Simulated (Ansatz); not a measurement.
# BaTiO3 (model cell, started as cubic perovskite with Ti in the octahedra): a soft mode frozen in, part 2 of 2

Aim: this structure of BaTiO3 (model cell, started as cubic perovskite with Ti in the octahedra) is to be tested for unstable modes, and one is followed downhill.

Ansatz 0.2.0; DFT PBEsol, scalar-relativistic, plane waves, PAW; PAW set soft_1.

So far. Step 5 (Energy along the mode, all amplitudes (two of the runs …): The lowest of the steps tried is at 0.04 Å, 0.64 meV/atom below the parent; the bottom of the well need not coincide with a step. Step 7 (The new phase in its own primitive cell): The largest force component left is 0.47 meV/Å and the pressure is -0.003 GPa, within the tolerances set. The cell now holds 12.61 Å³/atom. The relaxed cell has a, b, c = 7.929, 3.958, 4.019 Å (conventional setting).

**8. Modes of the new phase, k-mesh 4×6×6 (continued)**

Without the LO-TO term. Patterns of degenerate modes are one choice out of their space. Modes at Γ, with each element's share of the kinetic energy (negative means imaginary):

| mode | frequency (cm⁻¹) | symmetry | Ba % | Ti % | O % |
| --- | --- | --- | --- | --- | --- |
| 1 | -149.4 | B3u | 1 | 45 | 54 |
| 2 | -136.8 | B2u | 0 | 45 | 55 |
| 3 | -75.5 | B3g | 0 | 83 | 17 |
| 4 | 0.0 | acoustic | 59 | 21 | 21 |
| 5 | 0.0 | acoustic | 59 | 21 | 21 |
| 6 | 0.0 | acoustic | 59 | 21 | 21 |
| 7 | 105.1 | B3u | 99 | 0 | 1 |
| 8 | 106.5 | Au | 100 | 0 | 0 |
| 9 | 145.0 | B1u | 96 | 1 | 3 |
| 10 | 164.2 | B1u | 40 | 19 | 40 |
| 11 | 170.0 | B2u | 41 | 32 | 27 |
| 12 | 170.6 | B3u | 41 | 32 | 27 |
| 13 | 180.9 | Ag | 0 | 69 | 31 |
| 14 | 206.7 | B3g | 0 | 14 | 86 |
| 15 | 260.5 | B1u | 3 | 57 | 40 |
| 16 | 275.6 | B2g | 0 | 50 | 50 |
| 17 | 276.1 | B3u | 0 | 0 | 100 |
| 18 | 278.4 | Ag | 0 | 31 | 69 |
| 19 | 281.2 | B1u | 0 | 2 | 97 |
| 20 | 282.3 | B2u | 0 | 0 | 100 |
| 21 | 322.1 | B2g | 0 | 0 | 100 |
| 22 | 326.6 | B3u | 0 | 0 | 100 |
| 23 | 330.2 | Au | 0 | 0 | 100 |
| 24 | 433.8 | B3g | 0 | 3 | 97 |
| 25 | 467.5 | B2u | 0 | 2 | 98 |
| 26 | 469.2 | B3u | 0 | 2 | 98 |
| 27 | 473.6 | Ag | 0 | 0 | 100 |
| 28 | 488.4 | B1u | 0 | 0 | 100 |
| 29 | 518.5 | B2g | 0 | 50 | 50 |
| 30 | 664.7 | B1u | 1 | 0 | 99 |

Displacements in mode 1 (-149.4 cm⁻¹), the largest set to 1:
```
Ba1  0.01  0.00 -0.05
Ba2  0.01  0.00  0.05
Ti3  0.69  0.00  0.00
Ti4  0.69  0.00  0.00
O5  -1.00  0.00  0.01
O6  -1.00  0.00 -0.01
O7  -0.53  0.00  0.00
O8  -0.53  0.00  0.00
O9  -0.64  0.00  0.00
O10 -0.64  0.00  0.00
```

Displacements in mode 29 (518.5 cm⁻¹), the largest set to 1:
```
Ba1  0.00  0.00  0.00
Ba2  0.00  0.00  0.00
Ti3  0.81  0.00  0.00
Ti4 -0.81  0.00  0.00
O5   0.00  0.00  0.00
O6   0.00  0.00  0.00
O7  -1.00  0.00  0.00
O8   1.00  0.00  0.00
O9  -1.00  0.00  0.00
O10  1.00  0.00  0.00
```

Optical modes at the zone centre, without and with the macroscopic field of the longitudinal modes; each column is sorted by frequency, so a row need not hold one and the same mode. Modes with and without the field, by row:

| rank among optical modes | no field (cm⁻¹) | q along (1, 0, 0) (cm⁻¹) | q along (0, 1, 0) (cm⁻¹) | q along (0, 0, 1) (cm⁻¹) |
| --- | --- | --- | --- | --- |
| 1 | -149.4 | -136.8 | -149.4 | -149.4 |
| 2 | -136.8 | -75.5 | -75.5 | -136.8 |
| 3 | -75.5 | 103.8 | 105.1 | -75.5 |
| 4 | 105.1 | 106.5 | 106.5 | 105.1 |
| 5 | 106.5 | 145 | 145 | 106.5 |
| 6 | 145 | 164.2 | 164.2 | 148 |
| 7 | 164.2 | 166.7 | 166.6 | 170 |
| 8 | 170 | 170 | 170.6 | 170.6 |
| 9 | 170.6 | 180.9 | 180.9 | 180.1 |
| 10 | 180.9 | 206.7 | 206.7 | 180.9 |
| 11 | 206.7 | 260.5 | 260.5 | 206.7 |
| 12 | 260.5 | 275.6 | 275.6 | 275.6 |
| 13 | 275.6 | 275.8 | 276.1 | 276.1 |
| 14 | 276.1 | 278.4 | 278.4 | 278.4 |
| 15 | 278.4 | 281.2 | 281.2 | 280.3 |
| 16 | 281.2 | 282.3 | 281.9 | 282.3 |
| 17 | 282.3 | 322.1 | 322.1 | 322.1 |
| 18 | 322.1 | 326.6 | 326.6 | 326.6 |
| 19 | 326.6 | 330.2 | 330.2 | 330.2 |
| 20 | 330.2 | 433.8 | 433.8 | 433.8 |
| 21 | 433.8 | 447.8 | 446.1 | 446.5 |
| 22 | 467.5 | 467.5 | 469.2 | 467.5 |
| 23 | 469.2 | 473.6 | 473.6 | 469.2 |
| 24 | 473.6 | 488.4 | 488.4 | 473.6 |
| 25 | 488.4 | 518.5 | 518.5 | 518.5 |
| 26 | 518.5 | 664.5 | 664.7 | 662.8 |
| 27 | 664.7 | 664.7 | 665.4 | 695.4 |

Born charge (rows field, columns displacement) (e), principal values of the symmetric part by kind of site:

| atom | atoms with these values | low | middle | high | mean |
| --- | --- | --- | --- | --- | --- |
| Ba1 | 2 | 2.67 | 2.77 | 2.93 | 2.79 |
| Ti3 | 2 | 6.17 | 7.12 | 7.13 | 6.81 |
| O5 | 4 | -5.68 | -2.15 | -2.01 | -3.28 |
| O7 | 2 | -4.97 | -2.08 | -2.07 | -3.04 |

In full for O5:

```
-5.67  0.00 -0.18
 0.00 -2.15  0.00
-0.29  0.00 -2.03
```

High-frequency dielectric tensor:

```
6.50 0.00 0.00
0.00 6.53 0.00
0.00 0.00 5.98
```

Transverse modes; imaginary modes are left out. Infrared lines, with heights relative to the strongest:

| position (cm⁻¹) | lines merged | relative intensity |
| --- | --- | --- |
| 105 | 1 | 1.2 |
| 106 | 1 | 0.0 |
| 145 | 1 | 5.2 |
| 164 | 1 | 16 |
| 170 | 1 | 3.8 |
| 171 | 1 | 4.0 |
| 181 | 1 | 0.0 |
| 207 | 1 | 0.0 |
| 260 | 1 | 100 |
| 276 | 2 | 0.2 |
| 278 | 1 | 0.0 |
| 281 | 1 | 4.5 |
| 282 | 1 | 0.4 |
| 322 | 1 | 0.0 |
| 327 | 1 | 0.0 |
| 330 | 1 | 0.0 |
| 434 | 1 | 0.0 |
| 468 | 1 | 7.8 |
| 469 | 1 | 7.6 |
| 474 | 1 | 0.0 |
| 488 | 1 | 21 |
| 518 | 1 | 0.0 |
| 665 | 1 | 0.1 |

Before it was imposed, the acoustic sum rule was missed by 1.2e-4 eV/Å² and the charge sum rule by 0.023 e. Small misses are needed for a sound result but don't prove that mesh and cutoff are converged. The lowest optical mode is imaginary, 149.4i cm⁻¹, so the energy falls along it.

**9. What came out**

```json
{
 "unstable mode of the parent": "q = (0, 0, -0.5), 150i cm⁻¹",
 "depth at the lowest point sampled": "0.64 meV/atom",
 "largest atomic shift at that point": "0.04 Å",
 "space group reached (within 0.01 Å)": "Pmma",
 "energy gained over the parent (first relaxation, on the mesh of the frozen mode)": "1.65 meV/atom",
 "volume per atom, phase reached": "12.6 Å³",
 "gap on the k-mesh, phase reached": "1.83 eV",
 "lowest optical zone-centre mode, phase reached": "-149 cm⁻¹",
 "highest optical mode at the zone centre (no LO-TO term), phase reached": "665 cm⁻¹"
}
```

**Reading.** Along this mode the structure falls into Pmma, 1.65 meV/atom below the parent. At the parent's cell the well is 0.64 meV/atom deep on the steps tried, with its lowest point at a shift of 0.04 Å. Relaxing atoms and cell changes the gain by +1.01 meV/atom against the lowest step (energies at zero smearing). Most of the total comes from this relaxation. The new phase still has an imaginary mode at the zone centre of its cell, so it is a saddle point on the way to a lower structure. How so shallow a well moves with the k mesh was not tested. Of the 6 patterns followed to their end from this parent, this one ends 2.65 meV/atom above the lowest, R3m. Another end point lies within 1 meV/atom; how such a difference moves with mesh and cutoff was not tested. Each path keeps the symmetry of its pattern, so a lower phase may lie along a pattern not tried. Spin-orbit coupling is left out, which can matter for the heavy elements here. The PAW files were made for PBE and serve the other functionals too. The starting cell was built on a prototype and not taken from a measurement, so the phase need not exist.

[Logs are printed without paths, hosts, clocks, repeated set-up lines and the standing remarks that a program may print on its own settings, such as how far it seeks lower states.]

[Hosts, paths, dates, database ids (printed as entryN), source tags and the programs' standing remarks are cut or masked in the printed files.]
